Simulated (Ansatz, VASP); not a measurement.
# CdSe: VASP beside Ansatz

The input INCAR:

```
PREC = Accurate ; ENCUT = 600
EDIFF = 1E-6 ; ISMEAR = 0
SIGMA = 0.02 ; LREAL = F
LASPH = T ; NELM = 100
ALGO = Normal ; ISIF = 3
LWAVE = F ; LCHARG = F
GGA = PS ; IBRION = 2
NSW = 70 ; EDIFFG = -0.005
```

Contents of KPOINTS:

```
regular mesh
0
Gamma
  10 10 10
```

File POSCAR:

```
CdSe
1.0
    0.0000000000      3.0984146730      3.0984146730
    3.0984146730      0.0000000000      3.0984146730
    3.0984146730      3.0984146730      0.0000000000
Cd Se
1 1
Direct
    0.0000000000      0.0000000000      0.0000000000
    0.7500000000      0.7500000000      0.7500000000
```

Input for Ansatz:

```yaml
crystal:
  lattice:
    - [0.0, 3.098414673, 3.098414673]
    - [3.098414673, 0.0, 3.098414673]
    - [3.098414673, 3.098414673, 0.0]
  atoms:
    - { symbol: Cd, position: [0.0, 0.0, 0.0] }
    - { symbol: Se, position: [0.75, 0.75, 0.75] }
basis:
  ecutwfc: 420
kpoints:
  mp_grid: { grid: [10, 10, 10] }
hamiltonian:
  xc: pbesol
scf:
  occupations: { method: gaussian, width: 0.02 }
output:
  forces: true
  stress: true
  eigenvalues: true
relax:
  adjacent_minimum: "off"
  f_tol: 0.005
  max_steps: 50
  cell: { stress_tol: 0.05 }
```

Alike in both runs: task relaxation of cell and atoms; functional PBEsol; k mesh 10 × 10 × 10; occupations gaussian, width 0.02 eV; no spin polarisation.

|  | VASP | Ansatz |
| --- | --- | --- |
| version | VASP 6.6.1 | Ansatz 0.2.0 |
| potentials or method | VASP PAW PBE potentials, release 64 (Cd, Se) | scalar-relativistic, plane waves, PAW |
| plane-wave cutoff (eV) | 600 | 420 |
| valence electrons in the cell | 18 | 36 |

```tsv
	VASP	Ansatz	Ansatz less VASP
gap on the k mesh at the Fermi level, each at its own relaxed structure (eV)	0.47	0.48	+0.008
relaxed volume (Å³/atom)	28.27	28.12	-0.150
relaxed cell length with the largest relative difference (Å)	4.308	4.300	-0.0076
energy change over the relaxation (meV/atom)	-11	-14	-2.4
```

The two sets of potentials don't hold the same shells in valence.

Caveats: the PAW data sets were made with another functional, which shifts forces and pressure a little (VASP).
